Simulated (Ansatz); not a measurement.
## Tc under changes of volume

One of the cells (14.830 Å³/atom); the others are scaled copies at fixed shape and fractional positions:

```
CELL_PARAMETERS angstrom
0.00000 1.95000 1.95000
1.95000 0.00000 1.95000
1.95000 1.95000 0.00000
ATOMIC_POSITIONS crystal
Tc 0.00000 0.00000 0.00000
```

This isn't the form of Tc at room conditions, which is hcp.

| Item | Value |
| --- | --- |
| Program | Ansatz 0.2.0 |
| Functional | BPBE |
| Dispersion | D3(BJ) |
| Potentials or basis | PseudoDojo standard (PBE files) |
| Cutoff | 1143 eV |
| Density cutoff | 4572 eV |
| k mesh | 12 × 12 × 12 |
| Occupations | fermi-dirac, width 0.15 eV |
| Spin | no spin polarisation |

```csv
volume (Å³/atom),energy over the lowest point (meV/atom),pressure (GPa)
13.940,0.00,-5.0
14.237,16.25,-11.3
14.533,43.63,-17.0
14.830,80.88,-22.0
15.126,126.87,-26.4
15.423,?,?
15.720,241.15,-33.8
```

What does the run at 15.423 Å³/atom give?

Energy over the lowest point 180.59 meV/atom; pressure -30.3 GPa.

Worked out: A Birch-Murnaghan fit of order 3 (a polynomial in V^(-2/3)) to the other rows has its minimum at 13.71 Å³/atom, just outside them, with B0 = V·E''(V) = 347 GPa and B' = 4.8. It gives 180.60 meV/atom at 15.423 Å³/atom, against the run's 180.59, and -dE/dV = -30.9 GPa, against -30.3.

Energies are extrapolated to zero smearing.

Caveats: the potentials were made for another functional, which shifts forces and pressure; pairwise dispersion overbinds metals, which lowers pressure and volume; the dispersion damping was fitted for another functional or another form of the correction.
